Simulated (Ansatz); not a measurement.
## Bi$_{2}$Te$_{3}$

```
Bi Te
1.0
     2.19300    1.26613   10.16567
    -2.19300    1.26613   10.16567
     0.00000   -2.53226   10.16567
Bi Te
2 3
Cartesian
  0.0000 0.0000 12.1988
  0.0000 0.0000 18.2982
  0.0000 0.0000 0.0000
  0.0000 0.0000 6.3891
  0.0000 0.0000 24.1079
```

Atoms are numbered in the order listed.

The conventional cell has a = 4.386 Å, b = 4.386 Å, c = 30.497 Å, α = 90.00°, β = 90.00°, γ = 120.00°. Bi (atom 1) is surrounded by 6 Te at 3.07 to 3.25 Å. Around Te (atom 3) lie 6 Bi at 3.25 Å. Te (atom 4) is surrounded by 3 Bi at 3.07 Å.

The cell is COD entry 9011962, as deposited and not checked against the literature; nothing was relaxed.

No spin–orbit coupling, which matters for the heavy atoms here.

Levels of theory: DFT, PBE, all-electron LAPW, scalar-relativistic (Ansatz 0.2.0); DFT, PBE, PAW with Ansatz's default frozen-core files, scalar-relativistic (Ansatz 0.2.0); DFT, PBE, all-electron PAW with datasets made for the crystal, scalar-relativistic (Ansatz 0.2.0).

For LAPW: a Γ-centred 7×7×7 k mesh, Fermi–Dirac smearing of 0.08 eV, basis error target 1 meV/atom, no spin polarisation. PAW takes a cutoff of 420 eV at this cell. The crystal-made all-electron datasets (AE datasets) take a cutoff of 240 eV at this cell. The Ansatz runs share mesh, smearing and spin set-up. Values come from LAPW unless marked.

No spin–orbit coupling: at heavy atoms the gradients can be off by tens of per cent for that reason.

```json
{
  "Stress xx, yy, zz (compression positive)": "1.99, 1.99, 1.79 GPa",
  "Field gradients Vzz (crystal-made datasets)": "Bi1 2.33 (η = 0.00), Te3 9.85 (η = 0.00), Te4 0.91 (η = 0.00) in 10²¹ V/m²",
  "Löwdin charges (with 0.17 e of the cell spilling out of the atomic basis, so their sizes and signs hang on that basis)": "Bi1 0.35, Te3 -0.29, Te4 -0.12 e",
  "Pressure at this cell": "1.92 GPa",
  "Largest force": "0.041 eV/Å on Te4",
  "Volume per atom": "33.87 Å³"
}
```

Band gap: what does the calculation give?

0.29 eV, direct at Γ (so small a gap may close at points that the mesh and path miss).

Bader charges (from the PAW run): what does the calculation give?

Bi1 +0.68, Te3 -0.61, Te4 -0.38 e.
